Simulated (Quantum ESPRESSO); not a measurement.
PbS (Galena) under changes of volume

One of the cells (26.086 Å³/atom); the others are scaled copies at fixed shape and fractional positions:

```xyz
2
Lattice="0.0000 2.9657 2.9657 2.9657 0.0000 2.9657 2.9657 2.9657 0.0000" Properties=species:S:1:pos:R:3 pbc="T T T"
Pb    0.0000    0.0000    0.0000
S     2.9657    2.9657    2.9657
```

| Item | Value |
| --- | --- |
| Program | Quantum ESPRESSO 7.5 |
| Functional | LDA |
| Potentials or basis | PseudoDojo 0.4.1 SR LDA standard |
| Cutoff | 762 eV |
| Density cutoff | 3048 eV |
| k mesh | 8 × 8 × 8 |
| Occupations | fermi-dirac, width 0.05 eV |
| Spin | no spin polarisation |

| volume (Å³/atom) | energy over the lowest point (meV/atom) | pressure (GPa) | gap on the mesh (eV) |
| --- | --- | --- | --- |
| 24.521 | ? | ? | ? |
| 25.042 | 0.00 | -0.2 | 0.09 |
| 25.564 | 2.74 | -1.5 | 0.17 |
| 26.086 | 9.34 | -2.6 | 0.24 |
| 26.607 | 19.42 | -3.6 | 0.31 |
| 27.129 | 32.63 | -4.5 | 0.37 |
| 27.651 | 48.64 | -5.3 | 0.43 |

Problem. What does the run at 24.521 Å³/atom give?

Solution. Energy over the lowest point 1.48 meV/atom; pressure 1.1 GPa; gap on the mesh 0.01 eV.

Worked out: A Birch-Murnaghan fit of order 3 (a polynomial in V^(-2/3)) to the other rows has its minimum at 24.96 Å³/atom, just outside them, with B0 = V·E''(V) = 64 GPa and B' = 4.2. It gives 1.59 meV/atom at 24.521 Å³/atom, against the run's 1.48, and -dE/dV = 1.2 GPa, against 1.1.

Energies are extrapolated to zero smearing.

Caveats: spin-orbit coupling is left out, which as a rule narrows the gap of such compounds by several tenths of an eV.

A mesh can miss the band edges.
